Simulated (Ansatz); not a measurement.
# TaC: the cost of one run

Method: DFT PBEsol, scalar-relativistic, plane waves, PAW, in Ansatz 0.2.0.

The COD entry's cell or inner coordinates are ideal or old and differ from later refinements, so a difference from it is no clean test against experiment.

1 further run of the same task is left out (set aside as unsound or not needed).

## 1. Starting point

Symmetry: Fm-3m, No. 225, cubic system. The conventional cell has a = 4.440 Å, b = 4.440 Å, c = 4.440 Å, α = 90.00°, β = 90.00°, γ = 90.00°. Around Ta (site symmetry m-3m) lie 6 C at 2.22 Å. C (site symmetry m-3m) has 6 Ta at 2.22 Å as nearest neighbours.

As a file:

```xyz
2
Lattice="0.0000 2.2202 2.2202 2.2202 0.0000 2.2202 2.2202 2.2202 0.0000" Properties=species:S:1:pos:R:3 pbc="T T T"
Ta    0.0000    0.0000    0.0000
C     2.2202    2.2202    2.2202
```

It is the result of an earlier relaxation at this level (volume 10.94 Å³/atom; gap on the mesh: none (metal)).

## 2. Strained cells: the elastic tensor

File input.yaml:

```yaml
crystal:
  lattice:
    - [0.0, 2.2202181189, 2.2202181189]
    - [2.2202181189, 0.0, 2.2202181189]
    - [2.2202181189, 2.2202181189, 0.0]
  atoms:
    - { symbol: Ta, position: [0.0, 0.0, 0.0] }
    - { symbol: C, position: [0.5, 0.5, 0.5] }
basis:
  ecutwfc: 420
kpoints:
  mp_grid: { grid: [16, 16, 16] }
hamiltonian:
  xc: pbesol
scf:
  occupations: { method: fermi_dirac, width: 0.15 }
output:
  forces: true
  stress: true
  eigenvalues: true
elastic:
  mode: relaxed_ion
  amplitude: 0.005
```

Run with:

```bash
$ ansatz run input.yaml --threads 1 --pin off --max-ram 2560MiB --backend cpu --events-out ev --progress --plain --runs-dir out
```

**Question.** How long does this run take on 1 thread of Arm Neoverse V1, shared host, and how much memory does it need?

About 62 s, with a peak of 0.47 GiB.
